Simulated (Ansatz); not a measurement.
## PbS (Galena) under changes of volume

One of the cells (26.086 Å³/atom); the others are scaled copies at fixed shape and fractional positions:

```
Pb S
1.0
     0.00000    2.96575    2.96575
     2.96575    0.00000    2.96575
     2.96575    2.96575    0.00000
Pb S
1 1
Direct
  0.00000 0.00000 0.00000
  0.50000 0.50000 0.50000
```

* Program: Ansatz 0.2.0
* Functional: PBE
* Potentials or basis: PseudoDojo stringent (PBE files)
* Cutoff: 1197 eV
* Density cutoff: 4789 eV
* k mesh: 8 × 8 × 8
* Occupations: fermi-dirac, width 0.05 eV
* Spin: no spin polarisation

```csv
volume (Å³/atom),energy over the lowest point (meV/atom),pressure (GPa),gap on the mesh (eV)
24.521,48.14,6.5,0.12
25.042,29.52,4.9,0.21
25.564,15.84,3.5,0.29
26.086,6.64,2.2,0.37
26.607,?,?,?
27.129,0.00,-0.1,0.50
27.651,1.81,-1.0,0.56
```

What does the run at 26.607 Å³/atom give?

Energy over the lowest point 1.49 meV/atom; pressure 1.0 GPa; gap on the mesh 0.44 eV.

Worked out: A Birch-Murnaghan fit of order 3 (a polynomial in V^(-2/3)) to the other rows has its minimum at 27.10 Å³/atom with B0 = V·E''(V) = 53 GPa and B' = 4.2. It gives 1.50 meV/atom at 26.607 Å³/atom, against the run's 1.49, and -dE/dV = 1.0 GPa, against 1.0. A parabola through the other rows of the gap, of slope 3.4 eV per unit of ln V (its deformation potential) there, gives 0.44 eV, against the run's 0.44.

Energies are extrapolated to zero smearing.

Caveats: spin-orbit coupling is left out, which as a rule narrows the gap of such compounds by several tenths of an eV.

A mesh can miss the band edges.
